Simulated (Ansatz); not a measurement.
A surface is cut from this relaxed crystal of SiNi₂:

```cif
data_structure
_symmetry_space_group_name_H-M 'P 1'
_symmetry_Int_Tables_number 1
_cell_length_a 3.8685
_cell_length_b 3.8685
_cell_length_c 4.9170
_cell_angle_alpha 90.000
_cell_angle_beta 90.000
_cell_angle_gamma 120.000
_cell_volume 63.72
loop_
_atom_site_label
_atom_site_type_symbol
_atom_site_fract_x
_atom_site_fract_y
_atom_site_fract_z
_atom_site_occupancy
Si1 Si 0.33333 0.66667 0.75000 1
Si2 Si 0.66667 0.33333 0.25000 1
Ni1 Ni 0.00000 0.00000 0.00000 1
Ni2 Ni 0.00000 0.00000 0.50000 1
Ni3 Ni 0.33333 0.66667 0.25000 1
Ni4 Ni 0.66667 0.33333 0.75000 1
```

Miller indices refer to the conventional cell of P6_3/mmc (No. 194), a = 3.868 Å, b = 3.868 Å, c = 4.917 Å, α = 90.00°, β = 90.00°, γ = 120.00°.

The (001) slab of 13 planes, 14.8 Å thick with 15 Å of vacuum as cut; outer planes SiNi (top) and SiNi (bottom).

Method: Ansatz 0.2.0, DFT PBEsol, scalar-relativistic, plane waves, PAW. Plane waves to 420 eV, a k mesh through Γ of 9×9×1 on the computed 20-atom cell and Gaussian smearing (0.10 eV); no spin polarisation. A dipole correction removes the field between periodic images along c.

The slab isn't stoichiometric (Si7Ni13), so its surface energy depends on the chemical potentials; it is given with the excess atoms taken from the element's standard state, a limit at which the compound may itself be unstable, so the figure can be too low.

With the atoms at the bulk's places:

| Item | Value |
| --- | --- |
| Surface energy with the excess atoms taken from the elements | 1.81 J/m² |
| Work function | 4.71 eV |

Q: What changes when all atoms relax within this surface cell and its symmetry?

A: The energy falls by 0.241 J/m² a face, and the largest move is 0.18 Å.

| Quantity | Value |
| --- | --- |
| Surface energy with the excess atoms taken from the elements | 1.56 J/m² |
| Work function | 4.44 eV |

| plane (bottom to top) | atoms | spacing to next, bulk (Å) | relaxed (Å) | change (%) | rumpling (Å) |
| --- | --- | --- | --- | --- | --- |
| 1 | SiNi | 1.229 | 0.968 | -21.2 | 0.120 |
| 2 | Ni | 1.229 | 1.377 | +12.0 | 0.000 |
| 3 | SiNi | 1.229 | 1.172 | -4.7 | 0.046 |
| 4 | Ni | 1.229 | 1.273 | +3.5 | 0.000 |
| 5 | SiNi | 1.229 | 1.218 | -0.9 | 0.072 |
| 6 | Ni | 1.229 | 1.244 | +1.2 | 0.000 |
| 7 | SiNi | 1.229 | 1.244 | +1.2 | 0.000 |
| 8 | Ni | 1.229 | 1.218 | -0.9 | 0.000 |
| 9 | SiNi | 1.229 | 1.273 | +3.5 | 0.072 |
| 10 | Ni | 1.229 | 1.172 | -4.7 | 0.000 |
| 11 | SiNi | 1.229 | 1.377 | +12.0 | 0.046 |
| 12 | Ni | 1.229 | 0.968 | -21.2 | 0.000 |
| 13 | SiNi |  |  |  | 0.120 |